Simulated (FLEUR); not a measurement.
# HgTe (I-4m2) in FLEUR: notebook

Runs on HgTe. Level: r2SCAN. Tasks: band structure, equation of state.

Program: FLEUR MaX-R8.1 (later development tree). These are calculated values, not measurements. Logs are shortened: lines on timing, memory, paths and dates and some standing lists are left out, and cuts for length are marked.

## Step 1: Starting point

The structure is tetragonal, space group I-4m2 (No. 119). Conventional cell: a = 6.091 Å, b = 6.091 Å, c = 3.119 Å, α = 90.00°, β = 90.00°, γ = 90.00°. Hg (site symmetry -4m2) has 2 Hg at 3.12 Å and 4 Te at 3.14 Å as nearest neighbours. Te (site symmetry -4m2) has 2 Te at 3.12 Å and 4 Hg at 3.14 Å as nearest neighbours.

Measurements of this composition are mostly on another form, of space group No. 216.

## Step 2: Band structure, r2SCAN

The input, inp.xml:

```xml
<?xml version="1.0" encoding="UTF-8" standalone="no"?>
<fleurInput fleurInputVersion="0.39">
   <comment>
      HgTe                                                                                                
   </comment>
   <calculationSetup>
      <cutoffs Kmax="4.1" Gmax="12.7" GmaxXC="12.7" numbands="0"/>
      <scfLoop itmax="80" minDistance="0.0001" maxIterBroyd="30" imix="Anderson" alpha="0.05" precondParam="0.0" spinf="2.0" sdNocoIR="T"/>
      <coreElectrons ctail="F" frcor="F" kcrel="0" coretail_lmax="0"/>
      <xcFunctional name="LibXC" relativisticCorrections="F">
         <LibXCName exchange="mgga_x_r2scan" correlation="mgga_c_r2scan"/>
         <AuxGGA exchange="117" correlation="130"/>
      </xcFunctional>
      <magnetism jspins="1"/>
      <soc l_soc="F" theta="0.0" phi="0.0" spav="F"/>
      <expertModes spex="0" secvar="F"/>
      <geometryOptimization l_f="F" forcealpha="1.0" forcemix="BFGS" epsdisp="0.00001" epsforce="0.00001"/>
      <ldaU l_linMix="F" mixParam="0.05" spinf="1.0"/>
   </calculationSetup>
   <cell>
      <bzIntegration valenceElectrons="42.0" mode="hist" fermiSmearingEnergy="0.00183747">
         <kPointListSelection listName="default-1"/>
         <!-- k-points included here -->
         <xi:include xmlns:xi="http://www.w3.org/2001/XInclude" href="kpts.xml"> </xi:include>
      </bzIntegration>
[... 33 lines left out ...]
         </electronConfig>
         <energyParameters s="5" p="5" d="5" f="4"/>
         <lo type="SCLO" l="1" n="4" eDeriv="0"/>
         <lo type="SCLO" l="1" n="4" eDeriv="1"/>
         <lo type="SCLO" l="2" n="4" eDeriv="0"/>
         <lo type="SCLO" l="2" n="4" eDeriv="1"/>
         <lo type="SCLO" l="0" n="5" eDeriv="2"/>
         <lo type="SCLO" l="3" n="4" eDeriv="2"/>
      </species>
   </atomSpecies>
   <atomGroups>
      <atomGroup species="Mercury (Hg)">
         <relPos label="                   1">-1.000/4.000 1.000/4.000 1.000/2.000</relPos>
         <force calculate="T" relaxXYZ="TTT"/>
      </atomGroup>
      <atomGroup species="Tellurium (Te)">
         <relPos label="                   2">.0000000000 .0000000000 .0000000000</relPos>
         <force calculate="T" relaxXYZ="TTT"/>
      </atomGroup>
   </atomGroups>
   <output dos="F" band="F" slice="F">
      <checks vchk="F" cdinf="F"/>
      <bandDOS minEnergy="-.5*Htr" maxEnergy="0.5*Htr" sigma="0.015" storeEVData="T"/>
      <vacuumDOS vacdos="F" integ="F" star="F" nstars="0" locx1="0.0" locy1="0.0" locx2="0.0" locy2="0.0" nstm="0" tworkf="0.0"/>
      <unfoldingBand unfoldBand="F" supercellX="1" supercellY="1" supercellZ="1"/>
      <plotting iplot="0" polar="F">
         <plot TwoD="T" vec1="  1.0  0.0  0.0" vec2="  0.0  1.0  0.0" vec3="  0.0  0.0  1.0" zero="  0.0  0.0  0.0" file="plot"/>
      </plotting>
      <chargeDensitySlicing numkpt="0" minEigenval="0.0" maxEigenval="0.0" nnne="0" pallst="F"/>
      <specialOutput eonly="F"/>
      <moessbauerParams electricFieldGradient="T" isomerShift="T" coreHyperfine="T" valenceHyperfine="T"/>
      <magneticCircularDichroism mcd="F" energyLo="-10.0" energyUp="0.0"/>
   </output>
  <!-- We include the file relax.xml here to enable relaxations (see documentation) -->
  <xi:include xmlns:xi="http://www.w3.org/2001/XInclude" href="relax.xml"> <xi:fallback/> </xi:include>
</fleurInput>
```

The input, crystal.txt:

```
HgTe
&input cartesian=F /
-3.0456030000  3.0456030000  1.5594100000
3.0456030000  -3.0456030000  1.5594100000
3.0456030000  3.0456030000  -1.5594100000
1.8897261246
1.0 1.0 1.0

2
80 0.7500000000  0.2500000000  0.5000000000
52 0.0000000000  0.0000000000  0.0000000000

&kpt div1=10 div2=10 div3=10 gamma=T /
```

The input, inp.xml (bands):

```
<?xml version="1.0" encoding="UTF-8" standalone="no"?>
<fleurInput fleurInputVersion="0.39">
   <comment>
      HgTe                                                                                                
   </comment>
   <calculationSetup>
      <cutoffs Kmax="4.1" Gmax="12.7" GmaxXC="12.7" numbands="0"/>
      <scfLoop itmax="80" minDistance="0.0001" maxIterBroyd="30" imix="Anderson" alpha="0.05" precondParam="0.0" spinf="2.0" sdNocoIR="T"/>
      <coreElectrons ctail="F" frcor="F" kcrel="0" coretail_lmax="0"/>
      <xcFunctional name="LibXC" relativisticCorrections="F">
         <LibXCName exchange="mgga_x_r2scan" correlation="mgga_c_r2scan"/>
         <AuxGGA exchange="117" correlation="130"/>
      </xcFunctional>
      <magnetism jspins="1"/>
      <soc l_soc="F" theta="0.0" phi="0.0" spav="F"/>
      <expertModes spex="0" secvar="F"/>
      <geometryOptimization l_f="F" forcealpha="1.0" forcemix="BFGS" epsdisp="0.00001" epsforce="0.00001"/>
      <ldaU l_linMix="F" mixParam="0.05" spinf="1.0"/>
   </calculationSetup>
   <cell>
      <bzIntegration valenceElectrons="42.0" mode="hist" fermiSmearingEnergy="0.00183747">
         <kPointListSelection listName="path-1"/>
         <!-- k-points included here -->
         <xi:include xmlns:xi="http://www.w3.org/2001/XInclude" href="kpts.xml"> </xi:include>
      </bzIntegration>
      <!-- symmetry operations included here -->
[... 32 lines left out ...]
         </electronConfig>
         <energyParameters s="5" p="5" d="5" f="4"/>
         <lo type="SCLO" l="1" n="4" eDeriv="0"/>
         <lo type="SCLO" l="1" n="4" eDeriv="1"/>
         <lo type="SCLO" l="2" n="4" eDeriv="0"/>
         <lo type="SCLO" l="2" n="4" eDeriv="1"/>
         <lo type="SCLO" l="0" n="5" eDeriv="2"/>
         <lo type="SCLO" l="3" n="4" eDeriv="2"/>
      </species>
   </atomSpecies>
   <atomGroups>
      <atomGroup species="Mercury (Hg)">
         <relPos label="                   1">-1.000/4.000 1.000/4.000 1.000/2.000</relPos>
         <force calculate="T" relaxXYZ="TTT"/>
      </atomGroup>
      <atomGroup species="Tellurium (Te)">
         <relPos label="                   2">.0000000000 .0000000000 .0000000000</relPos>
         <force calculate="T" relaxXYZ="TTT"/>
      </atomGroup>
   </atomGroups>
   <output dos="F" band="T" slice="F">
      <checks vchk="F" cdinf="F"/>
      <bandDOS minEnergy="-.5*Htr" maxEnergy="0.5*Htr" sigma="0.015" storeEVData="T"/>
      <vacuumDOS vacdos="F" integ="F" star="F" nstars="0" locx1="0.0" locy1="0.0" locx2="0.0" locy2="0.0" nstm="0" tworkf="0.0"/>
      <unfoldingBand unfoldBand="F" supercellX="1" supercellY="1" supercellZ="1"/>
      <plotting iplot="0" polar="F">
         <plot TwoD="T" vec1="  1.0  0.0  0.0" vec2="  0.0  1.0  0.0" vec3="  0.0  0.0  1.0" zero="  0.0  0.0  0.0" file="plot"/>
      </plotting>
      <chargeDensitySlicing numkpt="0" minEigenval="0.0" maxEigenval="0.0" nnne="0" pallst="F"/>
      <specialOutput eonly="F"/>
      <moessbauerParams electricFieldGradient="T" isomerShift="T" coreHyperfine="T" valenceHyperfine="T"/>
      <magneticCircularDichroism mcd="F" energyLo="-10.0" energyUp="0.0"/>
   </output>
  <!-- We include the file relax.xml here to enable relaxations (see documentation) -->
  <xi:include xmlns:xi="http://www.w3.org/2001/XInclude" href="relax.xml"> <xi:fallback/> </xi:include>
</fleurInput>
```

Potentials or basis: all-electron, FLAPW.

Command:

```sh
$ inpgen -f crystal.txt -profile fastHighL
$ # inp.xml edited to the form shown
$ fleur_MPI
$ fleur_MPI   # second run, on inp.xml (bands)
```

Log:

```text
Welcome to FLEUR        (www.flapw.de)
      MaX-Release 8.1          (www.max-centre.eu)
 func_ids         498         497         498         497
 MetaGGA potential functional detected - V_tau will be computed
 Auxiliary Potential for radial basis: exchange=         117  correlation=         130
The functional 'Re-regularized SCAN exchange by Furness et al' is an exchange functional, it belongs to the 'MGGA' family and is defined in the reference(s):
[1] J. W. Furness, A. D. Kaplan, J. Ning, J. P. Perdew, and J. Sun.,  J. Phys. Chem. Lett. 11, 8208-8215 (2020)
[2] J. W. Furness, A. D. Kaplan, J. Ning, J. P. Perdew, and J. Sun.,  J. Phys. Chem. Lett. 11, 9248-9248 (2020)
The functional 'Re-regularized SCAN correlation by Furness et al' is a correlation functional, it belongs to the 'MGGA' family and is defined in the reference(s):
[1] J. W. Furness, A. D. Kaplan, J. Ning, J. P. Perdew, and J. Sun.,  J. Phys. Chem. Lett. 11, 8208-8215 (2020)
[2] J. W. Furness, A. D. Kaplan, J. Ning, J. P. Perdew, and J. Sun.,  J. Phys. Chem. Lett. 11, 9248-9248 (2020)
 Using same functional for VXC and EXC

 ========== k-point set info ==========
 Selected k-point list: default-1
 k-point list type: mesh
 10 x 10 x 10
 Number of k points: 102

 ------------Calculation Setup---------------------------
 Number of MPI-tasks      :            1
 Number of PE/node        :            1
 Number of OMP-threads    :            1
 Most efficient MPI parallelization for:
           1           2           3           6          17          34          51         102
 Additional eigenvalue parallelization possible
 Number of basis functions:          560
 Approximate size of matrices (H+S) per k-point:         0.009 GB
 --------------------------------------------------------
The functional 'Hammer, Hansen, and Norskov' is an exchange functional, it belongs to the 'GGA' family and is defined in the reference(s):
[1] B. Hammer, L. B. Hansen, and J. K. Nørskov.,  Phys. Rev. B 59, 7413 (1999)
The functional 'Perdew, Burke & Ernzerhof' is a correlation functional, it belongs to the 'GGA' family and is defined in the reference(s):
[1] J. P. Perdew, K. Burke, and M. Ernzerhof.,  Phys. Rev. Lett. 77, 3865 (1996)
[2] J. P. Perdew, K. Burke, and M. Ernzerhof.,  Phys. Rev. Lett. 78, 1396 (1997)
 Using same functional for VXC and EXC
 Using auxiliary GGA potential for the first iteration of MetaGGA calculation.
 Reset of history
 Reset of history
 Iteration:     1   Distance:      40.35664575 me/bohr^3
The functional 'Hammer, Hansen, and Norskov' is an exchange functional, it belongs to the 'GGA' family and is defined in the reference(s):
[1] B. Hammer, L. B. Hansen, and J. K. Nørskov.,  Phys. Rev. B 59, 7413 (1999)
The functional 'Perdew, Burke & Ernzerhof' is a correlation functional, it belongs to the 'GGA' family and is defined in the reference(s):
[1] J. P. Perdew, K. Burke, and M. Ernzerhof.,  Phys. Rev. Lett. 77, 3865 (1996)
[2] J. P. Perdew, K. Burke, and M. Ernzerhof.,  Phys. Rev. Lett. 78, 1396 (1997)
 Using same functional for VXC and EXC
 Iteration:     2   Distance:      38.23561174 me/bohr^3
The functional 'Hammer, Hansen, and Norskov' is an exchange functional, it belongs to the 'GGA' family and is defined in the reference(s):
[1] B. Hammer, L. B. Hansen, and J. K. Nørskov.,  Phys. Rev. B 59, 7413 (1999)
The functional 'Perdew, Burke & Ernzerhof' is a correlation functional, it belongs to the 'GGA' family and is defined in the reference(s):
[1] J. P. Perdew, K. Burke, and M. Ernzerhof.,  Phys. Rev. Lett. 77, 3865 (1996)
[2] J. P. Perdew, K. Burke, and M. Ernzerhof.,  Phys. Rev. Lett. 78, 1396 (1997)
 Using same functional for VXC and EXC
 Iteration:     3   Distance:      36.31452636 me/bohr^3
The functional 'Hammer, Hansen, and Norskov' is an exchange functional, it belongs to the 'GGA' family and is defined in the reference(s):
[1] B. Hammer, L. B. Hansen, and J. K. Nørskov.,  Phys. Rev. B 59, 7413 (1999)
The functional 'Perdew, Burke & Ernzerhof' is a correlation functional, it belongs to the 'GGA' family and is defined in the reference(s):
[1] J. P. Perdew, K. Burke, and M. Ernzerhof.,  Phys. Rev. Lett. 77, 3865 (1996)
[2] J. P. Perdew, K. Burke, and M. Ernzerhof.,  Phys. Rev. Lett. 78, 1396 (1997)
 Using same functional for VXC and EXC
 Iteration:     4   Distance:       3.87266626 me/bohr^3
The functional 'Hammer, Hansen, and Norskov' is an exchange functional, it belongs to the 'GGA' family and is defined in the reference(s):
[1] B. Hammer, L. B. Hansen, and J. K. Nørskov.,  Phys. Rev. B 59, 7413 (1999)
The functional 'Perdew, Burke & Ernzerhof' is a correlation functional, it belongs to the 'GGA' family and is defined in the reference(s):
[1] J. P. Perdew, K. Burke, and M. Ernzerhof.,  Phys. Rev. Lett. 77, 3865 (1996)
[2] J. P. Perdew, K. Burke, and M. Ernzerhof.,  Phys. Rev. Lett. 78, 1396 (1997)
 Using same functional for VXC and EXC
 Iteration:     5   Distance:       0.78027283 me/bohr^3
The functional 'Hammer, Hansen, and Norskov' is an exchange functional, it belongs to the 'GGA' family and is defined in the reference(s):
[1] B. Hammer, L. B. Hansen, and J. K. Nørskov.,  Phys. Rev. B 59, 7413 (1999)
The functional 'Perdew, Burke & Ernzerhof' is a correlation functional, it belongs to the 'GGA' family and is defined in the reference(s):
[1] J. P. Perdew, K. Burke, and M. Ernzerhof.,  Phys. Rev. Lett. 77, 3865 (1996)
[2] J. P. Perdew, K. Burke, and M. Ernzerhof.,  Phys. Rev. Lett. 78, 1396 (1997)
 Using same functional for VXC and EXC
 Iteration:     6   Distance:       0.69489600 me/bohr^3
The functional 'Hammer, Hansen, and Norskov' is an exchange functional, it belongs to the 'GGA' family and is defined in the reference(s):
[1] B. Hammer, L. B. Hansen, and J. K. Nørskov.,  Phys. Rev. B 59, 7413 (1999)
The functional 'Perdew, Burke & Ernzerhof' is a correlation functional, it belongs to the 'GGA' family and is defined in the reference(s):
[1] J. P. Perdew, K. Burke, and M. Ernzerhof.,  Phys. Rev. Lett. 77, 3865 (1996)
[2] J. P. Perdew, K. Burke, and M. Ernzerhof.,  Phys. Rev. Lett. 78, 1396 (1997)
 Using same functional for VXC and EXC
[... 26 lines left out ...]
[2] J. P. Perdew, K. Burke, and M. Ernzerhof.,  Phys. Rev. Lett. 78, 1396 (1997)
 Using same functional for VXC and EXC
 Iteration:    11   Distance:       0.00943662 me/bohr^3
The functional 'Hammer, Hansen, and Norskov' is an exchange functional, it belongs to the 'GGA' family and is defined in the reference(s):
[1] B. Hammer, L. B. Hansen, and J. K. Nørskov.,  Phys. Rev. B 59, 7413 (1999)
The functional 'Perdew, Burke & Ernzerhof' is a correlation functional, it belongs to the 'GGA' family and is defined in the reference(s):
[1] J. P. Perdew, K. Burke, and M. Ernzerhof.,  Phys. Rev. Lett. 77, 3865 (1996)
[2] J. P. Perdew, K. Burke, and M. Ernzerhof.,  Phys. Rev. Lett. 78, 1396 (1997)
 Using same functional for VXC and EXC
 Iteration:    12   Distance:       0.00146475 me/bohr^3
The functional 'Hammer, Hansen, and Norskov' is an exchange functional, it belongs to the 'GGA' family and is defined in the reference(s):
[1] B. Hammer, L. B. Hansen, and J. K. Nørskov.,  Phys. Rev. B 59, 7413 (1999)
The functional 'Perdew, Burke & Ernzerhof' is a correlation functional, it belongs to the 'GGA' family and is defined in the reference(s):
[1] J. P. Perdew, K. Burke, and M. Ernzerhof.,  Phys. Rev. Lett. 77, 3865 (1996)
[2] J. P. Perdew, K. Burke, and M. Ernzerhof.,  Phys. Rev. Lett. 78, 1396 (1997)
 Using same functional for VXC and EXC
 Iteration:    13   Distance:       0.00112573 me/bohr^3
The functional 'Hammer, Hansen, and Norskov' is an exchange functional, it belongs to the 'GGA' family and is defined in the reference(s):
[1] B. Hammer, L. B. Hansen, and J. K. Nørskov.,  Phys. Rev. B 59, 7413 (1999)
The functional 'Perdew, Burke & Ernzerhof' is a correlation functional, it belongs to the 'GGA' family and is defined in the reference(s):
[1] J. P. Perdew, K. Burke, and M. Ernzerhof.,  Phys. Rev. Lett. 77, 3865 (1996)
[2] J. P. Perdew, K. Burke, and M. Ernzerhof.,  Phys. Rev. Lett. 78, 1396 (1997)
 Using same functional for VXC and EXC
 Iteration:    14   Distance:       0.00026736 me/bohr^3
The functional 'Hammer, Hansen, and Norskov' is an exchange functional, it belongs to the 'GGA' family and is defined in the reference(s):
[1] B. Hammer, L. B. Hansen, and J. K. Nørskov.,  Phys. Rev. B 59, 7413 (1999)
The functional 'Perdew, Burke & Ernzerhof' is a correlation functional, it belongs to the 'GGA' family and is defined in the reference(s):
[1] J. P. Perdew, K. Burke, and M. Ernzerhof.,  Phys. Rev. Lett. 77, 3865 (1996)
[2] J. P. Perdew, K. Burke, and M. Ernzerhof.,  Phys. Rev. Lett. 78, 1396 (1997)
 Using same functional for VXC and EXC
 Iteration:    15   Distance:       0.00005727 me/bohr^3

 ********************************************************************
 Run finished successfully
 Stop message:
   all done
 ********************************************************************
```

Wall time 6.8 min (1 thread of Arm Neoverse V1, shared host); peak memory 0.14 GiB.

Results:

- Free energy: -719926.8060 eV
- Band gap along the path: none (metal or under the smearing width)
- Valence electrons inside the program's atomic spheres: Hg 18.54; Te 20.02 (radii Hg 2.66, Te 2.66 bohr)

Levels at the corners of the path, in eV from the Fermi level:
```csv
point,band 18,band 19,band 20,band 21,band 22,band 23,band 24,band 25
Γ,-6.65,-3.42,-2.59,-2.59,3.70,4.96,7.32,7.32
X,-6.59,-6.39,-1.03,1.55,2.32,3.07,3.69,9.46
M,-6.53,-4.48,-4.48,-4.48,3.35,7.79,8.56,8.56
Γ,-6.65,-3.42,-2.59,-2.59,3.70,4.96,7.32,7.32
Z,-6.42,-3.93,-2.30,-2.30,-2.07,4.34,6.07,6.07
P,-6.67,-4.79,-3.00,-1.82,2.35,3.35,5.73,6.44
N,-6.58,-4.80,-2.08,-1.22,0.00,3.42,4.14,6.26
Z1,-6.42,-3.93,-2.30,-2.30,-2.07,4.34,6.07,6.07
M,-6.53,-4.48,-4.48,-4.48,3.35,7.79,8.56,8.56
X,-6.59,-6.39,-1.03,1.55,2.32,3.07,3.69,9.46
P,-6.67,-4.79,-3.00,-1.82,2.35,3.35,5.73,6.44
```

Core levels (eV from the Fermi level):
| atom | levels |
| --- | --- |
| 1 Hg | 1s1/2 -83048.7, 2s1/2 -14703.9, 2p1/2 -14103.8, 2p3/2 -12155.8, 3s1/2 -3486.4, 3p1/2 -3216.9, 3p3/2 -2785.4, 4s1/2 -764.1, 3d3/2 -2340.9, 3d5/2 -2248.5, 4p1/2 -648.6, 4p3/2 -544.4, 4d3/2 -356.2, 4d5/2 -336.8, 4f5/2 -94.6, 4f7/2 -90.4 |
| 2 Te | 1s1/2 -31604.5, 2s1/2 -4841.1, 2p1/2 -4534.9, 2p3/2 -4260.4, 3s1/2 -959.7, 3p1/2 -833.9, 3p3/2 -782.7, 4s1/2 -159.5, 3d3/2 -561.1, 3d5/2 -550.4 |

Caveat: the meta-GGA is that of a development version, with a GGA for the radial functions and cores and without core tails; spin-orbit coupling is left out, which moves the levels of the heavy elements.

[end of part 1 of 2]
